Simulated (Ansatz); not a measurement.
# CdS (Greenockite) (P6_3mc) in Ansatz: a series of runs

One crystal, CdS (Greenockite), is run at these levels: PBEsol; tasks: band structure.

All numbers are computed with Ansatz 0.2.0; they aren't measurements. Logs are shortened: lines on timing, memory, paths and dates and some standing lists are left out, and cuts for length are marked.

**Measured values to compare with.**

“Isotope dependence of band-gap energy”, 2008, arxiv:0807.2152 quotes, for a bulk crystal of CdS: band gap 2.5809 ± 0.0002 eV.

How close the calculation comes is told below.

## 1. The structure

It takes space group P6_3mc (No. 186, hexagonal). Conventional cell: a = 4.150 Å, b = 4.150 Å, c = 6.737 Å, α = 90.00°, β = 90.00°, γ = 120.00°. Cd (site symmetry 3m) is surrounded by 4 S at 2.53 to 2.54 Å. S (site symmetry 3m) has 4 Cd at 2.53 to 2.54 Å as nearest neighbours.

## 2. Band structure, PBEsol

input.yaml

```yaml
crystal:
  lattice:
    - [4.15, 0.0, 0.0]
    - [-2.075, 3.5940054257, 0.0]
    - [0.0, 0.0, 6.737]
  atoms:
    - { symbol: Cd, position: [0.6666666667, 0.3333333333, 0.5] }
    - { symbol: Cd, position: [0.3333333333, 0.6666666667, 0.0] }
    - { symbol: S, position: [0.6666666667, 0.3333333333, 0.875] }
    - { symbol: S, position: [0.3333333333, 0.6666666667, 0.375] }
kpoints:
  mp_grid: { grid: [5, 5, 3] }
  band_path:
    path:
      - [0.0, 0.0, 0.0]
      - [0.5, 0.0, 0.0]
      - [0.3333333333, 0.3333333333, 0.0]
      - [0.0, 0.0, 0.0]
      - [0.0, 0.0, 0.5]
      - [0.5, 0.0, 0.5]
      - [0.3333333333, 0.3333333333, 0.5]
      - [0.0, 0.0, 0.5]
    npoints: 12
scf:
  occupations: { method: fermi_dirac, width: 0.05 }
hamiltonian:
  xc: pbesol
  pseudopotentials: { kind: all_electron, lapw: { basis_error: 0.002 } }
output:
  forces: true
  stress: true
  eigenvalues: true
```

Potentials or basis: all-electron LAPW, scalar-relativistic.

Started as:

```bash
$ ansatz run input.yaml --threads 2 --pin off --max-ram 8192MiB --backend cpu --events-out ev --progress --plain --runs-dir out
```

Standard output:

```text
Warning: RAYON_NUM_THREADS=2 ignored (pool sized by the plan → 2); use --threads N
LAPW: plane waves up to 7.719 Å⁻¹, error target 2.0e-3 eV per atom; small_component_spin mean_spin; S in spheres of 1.093 Å, 14 of its electrons in bands, Dirac shells []; Cd in spheres of 1.433 Å, 20 of its electrons in bands, Dirac shells [] (how accurate: hamiltonian.pseudopotentials.lapw.basis_error, Limitations)
Engine: ansatz 0.2.0, aarch64-unknown-linux-gnu
Pseudopotentials: kind: all_electron
Pseudopotential: Cd, LAPW, valence charge 20, lapw/all_electron/scalar/gaussian/Cd, Koelling and Harmon's equation, gaussian nucleus
Pseudopotential: S, LAPW, valence charge 14, lapw/all_electron/scalar/gaussian/S, Koelling and Harmon's equation, gaussian nucleus
Functional definition: PBEsol
  exchange = pbesol_x
  correlation = pbesol_c
Crystal: 4 atoms, lattice volume = 100.483 Å³
Basis set: ecut = 227.0183754878866 eV, 785 PW (Γ), exchange–correlation at level 2
Bands: 41, of which v1, the nominal top of the filled ones, is band 34 counted from 1 (33 counted from 0)
Symmetry: 12 space group operations
Space group: P63mc (ITA 186), of the structure as read, at distance tolerance 4.6e-5 Å
k-points: 10 of 75 (time reversal used)
Non-local potential: Cd, projectors of the file, none
Non-local potential: S, projectors of the file, none
Initial density: superposition of atomic densities (chi_scale 0.1, normalization cell, long waves kept (reshape's long-wave potential 0.00 eV rms))
Initial wavefunctions: plane waves of lowest kinetic energy (no species holds an atomic orbital)
Functional: x = pbesol(κ = 0.804, μ = 0.12345679012345678), c = pbesol(β = 0.046)
iter 1 solved again at ethr=3.83e-3 eV; its pass at ethr=1.00e-1 eV (dr2=2.61e0 eV) is discarded
SCF iter   1: F=—  HF=-326024.713792 eV  |F-HF|=—  |Δ(HF+E_count)|=         —  Δρ=3.59e-2  dr2=2.61e0  ethr=3.83e-3  ⟨swp⟩=2.0  Hψ=2790  notcnv=0
preconditioner: auto → Resta (q_TF=auto, 2.556 Å⁻¹)  ε∞=4.8  [insulator: Δε(μ)=1.616 eV  Ē_g=11.456 eV  σ=0.050 eV  W_gap=1.00  n_scr=22 (ndim 8)  ℏωp=22.2 eV  f_vac=0.151  D(μ)=0.00/eV (n_scr^D=0)  ε∞_Penn≈4.8]
SCF iter   2: F=—  HF=-326023.792108 eV  |F-HF|=—  |Δ(HF+E_count)|=   9.22e-1  Δρ=1.48e-2  dr2=3.98e-1  ethr=3.83e-3  ⟨swp⟩=3.0  Hψ=1235  notcnv=0
SCF iter   3: F=—  HF=-326023.706784 eV  |F-HF|=—  |Δ(HF+E_count)|=   8.53e-2  Δρ=7.83e-3  dr2=1.10e-1  ethr=5.86e-4  ⟨swp⟩=2.0  Hψ=1208  notcnv=0
iter 4 solved again at ethr=1.12e-5 eV; its pass at ethr=1.61e-4 eV (dr2=7.61e-3 eV) is discarded
SCF iter   4: F=—  HF=-326023.688875 eV  |F-HF|=—  |Δ(HF+E_count)|=   1.79e-2  Δρ=2.40e-3  dr2=7.58e-3  ethr=1.12e-5  ⟨swp⟩=2.0  Hψ=2049  notcnv=0
SCF iter   5: F=—  HF=-326023.687913 eV  |F-HF|=—  |Δ(HF+E_count)|=   9.62e-4  Δρ=7.09e-4  dr2=5.12e-4  ethr=1.11e-5  ⟨swp⟩=2.1  Hψ=1142  notcnv=0  defer=1
SCF iter   6: F=—  HF=-326023.688710 eV  |F-HF|=—  |Δ(HF+E_count)|=   7.97e-4  Δρ=2.32e-4  dr2=7.95e-5  ethr=7.52e-7  ⟨swp⟩=3.0  Hψ=1184  notcnv=0
SCF iter   7: F=—  HF=-326023.688892 eV  |F-HF|=—  |Δ(HF+E_count)|=   1.81e-4  Δρ=5.35e-5  dr2=5.61e-6  ethr=1.17e-7  ⟨swp⟩=3.0  Hψ=1224  notcnv=0
SCF iter   8: F=—  HF=-326023.688908 eV  |F-HF|=—  |Δ(HF+E_count)|=   1.61e-5  Δρ=1.75e-5  dr2=6.45e-7  ethr=8.25e-9  ⟨swp⟩=3.0  Hψ=1249  notcnv=0
SCF iter   9: F=-326023.688908 eV  HF=-326023.688908 eV  |F-HF|=1.48e-8  |Δ(HF+E_count)|=   6.66e-7  Δρ=3.01e-6  dr2=1.56e-8  ethr=9.49e-10  ⟨swp⟩=3.0  Hψ=1229  notcnv=0
SCF 1 converged in 9 iterations: F = -326023.688908 eV  dr2 = 1.56e-8
NSCF: frozen V_eff on 85 k-points
SCF converged after 9 iterations
Free energy (F): -326023.688908 eV
Harris-Foulkes:  -326023.688908 eV  (|F-HF|=1.48e-8)
Internal energy: -326023.688907 eV  (E = F + TS)
E sigma→0 (E₀):  -326023.688908 eV
Entropy (-TS):   -0.000001 eV (-0.000 meV/atom)
Fermi energy:    8.008853 eV
--- Per-component energies (eV) ---
  E_band       = -3468.899633
  E_kinetic    = 340560.941814
  E_xc         = -9637.193006
  E_electrostatic = -656947.437716  (all electrons and nuclei)
  E_smearing   = -0.000001  (= −TS)
  E_closure    = 0.000000  (closes the sum)
  E_atoms      = -326010.068184  (free atoms, spherical and without spin; not in F)
  Σ components = -326023.688908   (vs F -326023.688908, Δ=0.00e0)
  Basis errors (estimates in eV, not in F): energy 8.5e-4 per atom: plane waves 7.8e-4 (4.7e-4 summed), levels above the bands 6.9e-58, relativity 5.1e-8, radial functions 6.4e-5, core shells 2.0e-7; eigenvalues (radial functions only) 3.6e-6; not estimated: angular momenta, meshes, grids; target (lapw.basis_error) 2.0e-3; muffin-tin radii S 1.093 Å, Cd 1.433 Å
--- Forces (eV/Å), atoms counted from 1 ---
  atom   1  Cd    -0.00000000     0.00000000    -0.06242405
  atom   2  Cd    -0.00000000    -0.00000000    -0.06242405
  atom   3  S      0.00000000     0.00000000     0.06241955
  atom   4  S      0.00000000    -0.00000000     0.06241955
  max |Σ_I F_I| component: 8.99e-6 eV/Å
--- Stress (GPa, compression-positive) ---
       -1.104360       0.000000      -0.000000
        0.000000      -1.104360       0.000000
       -0.000000       0.000000      -0.587395
  P = ⅓ Tr σ = -0.9320 GPa (-9.320 kbar)
--- Band table (eV; the first three rows and the last of 10) ---
  k-point 0: bands = ["-196.6283", "-196.6283", "-141.6853", "-141.6853", "-141.6832", "-141.6832", "-141.6832", "-141.6832", "-93.7122", "-93.7122", "-54.8155", "-54.8154", "-54.8154", "-54.8153", "-54.8153", "-54.8149", "-4.8457", "-4.4060", "-0.2158", "-0.1928", "-0.1928", "-0.1067", "-0.1067", "0.2109", "0.2109", "0.3021", "0.3021", "0.6368", "3.0561", "6.6904", "6.6904", "7.4136", "7.4587", "7.4587", "8.5128", "10.1211", "13.8124", "13.8124", "14.1356", "14.9194", "14.9194"]
  k-point 1: bands = ["-196.6283", "-196.6283", "-141.6853", "-141.6853", "-141.6832", "-141.6832", "-141.6832", "-141.6832", "-93.7122", "-93.7122", "-54.8154", "-54.8154", "-54.8154", "-54.8153", "-54.8153", "-54.8151", "-4.7335", "-4.5126", "-0.1765", "-0.1765", "-0.1335", "-0.1335", "-0.1310", "0.2291", "0.2382", "0.2382", "0.2839", "0.2839", "4.0647", "5.9161", "6.8724", "6.8724", "7.2558", "7.2558", "9.7702", "10.2304", "13.4646", "13.9476", "13.9476", "14.0470", "14.4677"]
  k-point 2: bands = ["-196.6283", "-196.6283", "-141.6853", "-141.6853", "-141.6832", "-141.6832", "-141.6832", "-141.6831", "-93.7122", "-93.7122", "-54.8156", "-54.8155", "-54.8155", "-54.8155", "-54.8153", "-54.8150", "-4.7132", "-4.3514", "-0.1695", "-0.1449", "-0.0971", "-0.0393", "-0.0335", "0.1830", "0.2167", "0.2562", "0.3135", "0.7232", "3.3094", "5.4219", "5.9338", "6.2643", "7.1185", "7.2032", "9.9541", "11.1854", "12.9454", "13.9774", "14.2660", "14.7090", "14.9929"]
  k-point 9: bands = ["-196.6283", "-196.6283", "-141.6853", "-141.6853", "-141.6832", "-141.6832", "-141.6832", "-141.6832", "-93.7122", "-93.7122", "-54.8158", "-54.8158", "-54.8156", "-54.8155", "-54.8152", "-54.8151", "-4.3469", "-4.3042", "-0.0705", "-0.0452", "-0.0022", "0.0590", "0.1715", "0.2049", "0.2585", "0.2743", "0.7010", "0.7693", "3.3565", "3.5761", "5.0119", "5.7010", "5.9277", "6.3485", "11.3602", "11.9714", "13.0630", "13.0697", "13.8117", "14.6991", "15.9819"]
```

Run time: 24 s. Hardware: 2 threads of Arm Neoverse V1, shared host; peak memory 0.32 GiB.

Results:

- Free energy: -326023.6889 eV
- Pressure: -0.9 GPa
- Largest force: 0.062 eV/Å
- Band gap on the k mesh: 1.05 eV, direct
- Band gap along the path: 1.05 eV, direct

Forces on the atoms (eV/Å):
```
Cd   0.000  0.000 -0.062
Cd   0.000  0.000 -0.062
S    0.000  0.000  0.062
S    0.000  0.000  0.062
```

Levels at the corners of the path, in eV from the valence-band top:
| point | band 32 | band 33 | band 34 | band 35 | band 36 | band 37 |
| --- | --- | --- | --- | --- | --- | --- |
| Γ | -0.05 | 0.00 | 0.00 | 1.05 | 2.66 | 6.35 |
| M | -1.88 | -1.31 | -0.74 | 3.60 | 3.76 | 4.98 |
| K | -1.86 | -1.86 | -1.62 | 4.50 | 5.00 | 5.00 |
| Γ | -0.05 | 0.00 | 0.00 | 1.05 | 2.66 | 6.35 |
| A | -0.40 | -0.40 | -0.40 | 2.72 | 2.72 | 6.04 |
| L | -1.34 | -1.33 | -1.33 | 3.35 | 3.35 | 5.27 |
| H | -2.43 | -1.12 | -1.12 | 4.28 | 4.28 | 5.95 |
| A | -0.40 | -0.40 | -0.40 | 2.72 | 2.72 | 6.04 |

## 3. Band structure, PBEsol, spin-orbit coupling, no magnetisation

input.yaml: that of step 2 with these lines changed.

```diff
@@ -28,2 +28,5 @@
   pseudopotentials: { kind: all_electron, lapw: { basis_error: 0.002 } }
+magnetization:
+  noncollinear: true
+  spin_orbit: true
 output:
```

Potentials or basis: all-electron LAPW, relativistic spinors.

Started as:

```bash
$ ansatz run input.yaml --threads 2 --pin off --max-ram 8192MiB --backend cpu --events-out ev --progress --plain --runs-dir out
```

Wall time 2.6 min (2 threads of Arm Neoverse V1, shared host); peak memory 0.6 GiB.

Results (log left out):

* Free energy: -326099.1340 eV
* Pressure: -1.0 GPa
* Largest force: 0.062 eV/Å
* Band gap on the k mesh: 1.04 eV, direct
* Band gap along the path: 1.04 eV, direct

Forces in eV/Å, atoms in the order of the input:
```
Cd   0.000  0.000 -0.062
Cd   0.000  0.000 -0.062
S    0.000  0.000  0.062
S    0.000  0.000  0.062
```

Stress tensor (GPa, compression positive):
```
-1.16  0.00  0.00
 0.00 -1.16  0.00
 0.00  0.00 -0.65
```

Levels at the corners of the path, in eV from the valence-band top:
```tsv
point	band 66	band 67	band 68	band 69	band 70	band 71
Γ	-0.02	0.00	0.00	1.04	1.04	2.65
M	-1.33	-0.75	-0.75	3.58	3.58	3.74
K	-1.84	-1.64	-1.64	4.48	4.48	4.95
Γ	-0.02	0.00	0.00	1.04	1.04	2.65
A	-0.39	-0.39	-0.39	2.71	2.71	2.71
L	-1.34	-1.34	-1.34	3.33	3.33	3.33
H	-1.14	-1.13	-1.13	4.24	4.24	4.28
A	-0.39	-0.39	-0.39	2.71	2.71	2.71
```

## 4. Comparison with measurements

Step 2. A measured gap of CdS is 2.5809 eV (quoted in “Isotope dependence of band-gap energy”, 2008, arxiv:0807.2152); the calculated 1.05 eV misses it by -1.53 eV. So large a miss can be the level of theory's own, or it may mean another phase, state or a wrong row. Spin-orbit coupling on Cd is left out. The value is that of PBEsol, without temperature or zero-point motion. Semilocal functionals fall short of measured gaps as a rule.

Step 3. Against the measured gap of CdS, 2.5809 eV (quoted in “Isotope dependence of band-gap energy”, 2008, arxiv:0807.2152), the calculated 1.04 eV is off by -1.54 eV. So large a miss can be the level of theory's own, or it may mean another phase, state or a wrong row. The value is that of PBEsol, without temperature or zero-point motion. Semilocal functionals fall short of measured gaps as a rule.
